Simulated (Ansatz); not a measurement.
# A strain series on SiC (wurtzite): uniaxial along x, other directions held

SiC in the wurtzite structure, relaxed with r2SCAN in Ansatz, then strained (uniaxial along x, other directions held; changes of length per length, axes as in the cell below) with the atoms relaxed again within the symmetry that is left. The symmetry is P6_3mc (No. 186, hexagonal); a = 3.075 Å, c = 5.048 Å in the conventional setting, 10.34 Å³ an atom. Si has 4 C at 1.88–1.90 Å; C has 4 Si at 1.88–1.90 Å. No spin polarisation and no zero-point or thermal motion.

```xyz
4
Lattice="3.0754 0.0000 0.0000 -1.5377 2.6633 0.0000 0.0000 0.0000 5.0481" Properties=species:S:1:pos:R:3 pbc="T T T"
Si    0.0000    1.7756   -0.0021
Si    1.5377    0.8878    2.5220
C     0.0000    1.7756    1.8951
C     1.5377    0.8878    4.4192
```

Gaps are the least over each mesh (PBE 12×12×6, r2SCAN 12×12×6, HSE06 6×6×4 when unstrained) and the special points, which keep their unstrained names; stress is the change from the unstrained cell, compression positive.

```csv
strain (%),"gap, PBE (eV)","gap, r2SCAN (eV)","gap, HSE06 (eV)","edges, HSE06","stress along the strain, r2SCAN (GPa)","energy rise, r2SCAN (meV/atom)"
-1.33,2.142,2.517,3.028,Γ → K,+7.35,3.1
0.0,2.277,2.653,3.160,Γ → K,0.00,0.0
+1.5,2.295,2.665,3.174,"Γ → (0.328, 0.336, 0)",-7.68,3.8
```

**Question.** Estimate the row for a strain of +0.5 %.

**Answer.**
```csv
strain (%),"gap, PBE (eV)","gap, r2SCAN (eV)","gap, HSE06 (eV)","edges, HSE06","stress along the strain, r2SCAN (GPa)","energy rise, r2SCAN (meV/atom)"
+0.5,2.282,2.656,3.164,Γ → K,-2.63,0.4
```

Between zero and the nearest strains the slope of the HSE06 gap against strain is +0.100 eV per percent for negative and +0.007 for positive strain.

Where an edge lies off the special points, it is a point of the mesh or the k point where a search put PBE's edge or least direct gap, reused for the other functionals, whose own edges may lie a little apart.

Coordinates of k points refer to the reciprocal vectors of the primitive cell of the runs.

The meshes of the hybrids are coarse, so their gaps aren't converged to the digits shown.
